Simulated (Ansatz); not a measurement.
Relaxation of Al5O8

Level of theory: Ansatz, DFT PBEsol, scalar-relativistic, plane waves, PAW. (420 eV cutoff, 2×2×2 k-mesh, shifted by half a step, Gaussian smearing of 0.01 eV, collinear spin)

What was changed: Al vacancy (site c), charge -3, atoms relaxed at the host's cell.

The starting moments were lost, and the run ended without a moment.

In a supercell of 39 atoms the defect feels its periodic images.

Command:

```bash
ansatz run input.yaml --threads 4 --pin off --max-ram 10240MiB --backend cpu --events-out ev --progress --plain --runs-dir out
```

Input:

```yaml
crystal:
  lattice:
    - [0.0, 5.5123800749, 4.3382851433]
    - [-4.7738611801, -2.7561900374, 4.3382851433]
    - [4.7738611801, -2.7561900374, 4.3382851433]
  atoms:
    - { symbol: Al, position: [0.1529038257, 0.6465665274, 0.644904624] }
    - { symbol: Al, position: [0.6465665274, 0.644904624, 0.1529038257] }
    - { symbol: Al, position: [0.644904624, 0.1529038257, 0.6465665274] }
    - { symbol: Al, position: [0.3351462915, 0.3351462915, 0.3351462915] }
    - { symbol: Al, position: [0.3520196357, 0.8537833405, 0.8522052925] }
    - { symbol: Al, position: [0.8537833405, 0.8522052925, 0.3520196357] }
    - { symbol: Al, position: [0.8522052925, 0.3520196357, 0.8537833405] }
    - { symbol: Al, position: [0.6458218917, 0.6458218917, 0.6458218917] }
    - { symbol: Al, position: [0.6499351592, 0.1496987229, 0.1472647055] }
    - { symbol: Al, position: [0.1496987229, 0.1472647055, 0.6499351592] }
    - { symbol: Al, position: [0.1472647055, 0.6499351592, 0.1496987229] }
    - { symbol: Al, position: [0.852090184, 0.852090184, 0.852090184] }
    - { symbol: Al, position: [0.8669360694, 0.3405587263, 0.3448933229] }
    - { symbol: Al, position: [0.3405587263, 0.3448933229, 0.8669360694] }
    - { symbol: Al, position: [0.3448933229, 0.8669360694, 0.3405587263] }
    - { symbol: O, position: [0.7514990673, 0.4027318773, 0.5964582851] }
    - { symbol: O, position: [0.7532210903, 0.9019530926, 0.097138716] }
    - { symbol: O, position: [0.2494983299, 0.9003144337, 0.5928158762] }
    - { symbol: O, position: [0.2560421684, 0.4212944415, 0.0961519044], spin: 0.333 }
    - { symbol: O, position: [0.5930449452, 0.4040115361, 0.2531849308] }
    - { symbol: O, position: [0.5987228297, 0.9029699534, 0.7474612828] }
    - { symbol: O, position: [0.0963863128, 0.882688173, 0.2598744141], spin: 0.333 }
    - { symbol: O, position: [0.0952916149, 0.4074053649, 0.7571900691] }
    - { symbol: O, position: [0.4027318773, 0.5964582851, 0.7514990673] }
    - { symbol: O, position: [0.4212944415, 0.0961519044, 0.2560421684], spin: 0.333 }
    - { symbol: O, position: [0.9019530926, 0.097138716, 0.7532210903] }
    - { symbol: O, position: [0.9003144337, 0.5928158762, 0.2494983299] }
    - { symbol: O, position: [0.5964582851, 0.7514990673, 0.4027318773] }
    - { symbol: O, position: [0.5928158762, 0.2494983299, 0.9003144337] }
    - { symbol: O, position: [0.0961519044, 0.2560421684, 0.4212944415], spin: 0.333 }
    - { symbol: O, position: [0.097138716, 0.7532210903, 0.9019530926] }
    - { symbol: O, position: [0.4040115361, 0.2531849308, 0.5930449452] }
    - { symbol: O, position: [0.4074053649, 0.7571900691, 0.0952916149] }
    - { symbol: O, position: [0.9029699534, 0.7474612828, 0.5987228297] }
    - { symbol: O, position: [0.882688173, 0.2598744141, 0.0963863128], spin: 0.333 }
    - { symbol: O, position: [0.2531849308, 0.5930449452, 0.4040115361] }
    - { symbol: O, position: [0.2598744141, 0.0963863128, 0.882688173], spin: 0.333 }
    - { symbol: O, position: [0.7571900691, 0.0952916149, 0.4074053649] }
    - { symbol: O, position: [0.7474612828, 0.5987228297, 0.9029699534] }
  host:
    lattice:
      - [2.3869305901, 1.3780950187, 4.3382851433]
      - [-2.3869305901, 1.3780950187, 4.3382851433]
      - [0.0, -2.7561900374, 4.3382851433]
    atoms:
      - { symbol: Al, position: [0.1479209716, 0.1479209716, 0.1479209716] }
      - { symbol: Al, position: [0.3520790284, 0.3520790284, 0.3520790284] }
      - { symbol: Al, position: [0.6479209716, 0.6479209716, 0.6479209716] }
      - { symbol: Al, position: [0.8520790284, 0.8520790284, 0.8520790284] }
      - { symbol: O, position: [0.9441401452, 0.5558598548, 0.25] }
      - { symbol: O, position: [0.4441401452, 0.75, 0.0558598548] }
      - { symbol: O, position: [0.5558598548, 0.25, 0.9441401452] }
      - { symbol: O, position: [0.25, 0.9441401452, 0.5558598548] }
      - { symbol: O, position: [0.75, 0.0558598548, 0.4441401452] }
      - { symbol: O, position: [0.0558598548, 0.4441401452, 0.75] }
total_charge: -3
basis:
  ecutwfc: 420
  xc_grid: 2
kpoints:
  mp_grid: { grid: [2, 2, 2], shift: [0.5, 0.5, 0.5] }
hamiltonian:
  xc: pbesol
scf:
  occupations: { method: gaussian, width: 0.01 }
output:
  forces: true
  stress: false
  eigenvalues: true
  populations: true
  charged_corrections:
    defect_position: [0.14792097, 0.14792097, 0.14792097]
    epsilon: [[9.717, 0.0, 0.0], [0.0, 9.717, 0.0], [0.0, 0.0, 11.8055]]
  write_density: true
  write_potential: true
  elf: true
  volumetric_format: npy
magnetization:
  spin_polarized: true
relax:
  adjacent_minimum: "off"
  f_tol: 0.025
  max_steps: 45
```

F is the free energy.

Steps:

| step | F − F(1) (eV) | largest force component (eV/Å) |
| --- | --- | --- |
| 1 | 0.0000 | 0.881 |
| 2 | -0.1138 | 0.427 |
| 3 | -0.1485 | 0.161 |
| 4 | -0.1559 | 0.020 |
| 5 | -0.1559 | 0.020 |

Relaxed structure:

```cif
data_structure
_symmetry_space_group_name_H-M 'P 1'
_symmetry_Int_Tables_number 1
_cell_length_a 7.0148
_cell_length_b 7.0148
_cell_length_c 7.0148
_cell_angle_alpha 85.772
_cell_angle_beta 85.772
_cell_angle_gamma 85.772
_cell_volume 342.49
loop_
_atom_site_label
_atom_site_type_symbol
_atom_site_fract_x
_atom_site_fract_y
_atom_site_fract_z
_atom_site_occupancy
Al1 Al 0.15488 0.64546 0.64419 1
Al2 Al 0.64546 0.64419 0.15488 1
Al3 Al 0.64419 0.15488 0.64546 1
Al4 Al 0.33724 0.33724 0.33724 1
Al5 Al 0.35014 0.85683 0.85329 1
Al6 Al 0.85683 0.85329 0.35014 1
Al7 Al 0.85329 0.35014 0.85683 1
Al8 Al 0.64560 0.64560 0.64560 1
Al9 Al 0.65096 0.15331 0.14749 1
Al10 Al 0.15331 0.14749 0.65096 1
Al11 Al 0.14749 0.65096 0.15331 1
Al12 Al 0.85221 0.85221 0.85221 1
Al13 Al 0.87003 0.33832 0.33994 1
Al14 Al 0.33832 0.33994 0.87003 1
Al15 Al 0.33994 0.87003 0.33832 1
O1 O 0.75253 0.40291 0.59608 1
O2 O 0.75153 0.90169 0.09663 1
O3 O 0.24972 0.89947 0.59236 1
O4 O 0.25523 0.42237 0.09712 1
O5 O 0.59021 0.40515 0.25334 1
O6 O 0.59869 0.90312 0.74714 1
O7 O 0.09543 0.88373 0.25735 1
O8 O 0.09536 0.40734 0.75767 1
O9 O 0.40291 0.59608 0.75253 1
O10 O 0.42237 0.09712 0.25523 1
O11 O 0.90169 0.09663 0.75153 1
O12 O 0.89947 0.59236 0.24972 1
O13 O 0.59608 0.75253 0.40291 1
O14 O 0.59236 0.24972 0.89947 1
O15 O 0.09712 0.25523 0.42237 1
O16 O 0.09663 0.75153 0.90169 1
O17 O 0.40515 0.25334 0.59021 1
O18 O 0.40734 0.75767 0.09536 1
O19 O 0.90312 0.74714 0.59869 1
O20 O 0.88373 0.25735 0.09543 1
O21 O 0.25334 0.59021 0.40515 1
O22 O 0.25735 0.09543 0.88373 1
O23 O 0.75767 0.09536 0.40734 1
O24 O 0.74714 0.59869 0.90312 1
```

The run converged. Time: 51 s on 4 threads of Arm Neoverse V2, on a shared host, peak memory 0.88 GiB.